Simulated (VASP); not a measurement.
CdS:

```
Cd S
1.0
     4.26117    0.00000    0.00000
    -2.13058    3.69028    0.00000
     0.00000    0.00000    5.80417
Cd S
1 1
Direct
  0.00000 0.00000 0.44269
  0.66667 0.33333 0.43431
```

Measurements of this composition are mostly on another form, of space group No. 186.

Program: VASP 6.6.1. Alike in all runs: level PBEsol; potentials or basis VASP PAW PBE potentials, release 64 (Cd, S); no spin polarisation; cell as given; k mesh 7 × 7 × 5; cutoff (eV) 520; smearing gaussian 0.02 eV. Hardware: 1 thread of Intel(R) Xeon(R) 6975P-C (Granite Rapids), with other jobs on the host.

Problem. Order these runs on this cell by their wall time, lowest first.
A. task Born charges and dielectric tensor
B. task electric field gradients
C. task density of states; k mesh for the DOS 11 × 11 × 8; occupations for the DOS tetrahedron

Solution. B (19 s), C (46 s), A (350 s).

Caveats: an odd mesh through Γ misses points on the zone boundary, where band edges often lie (some runs).
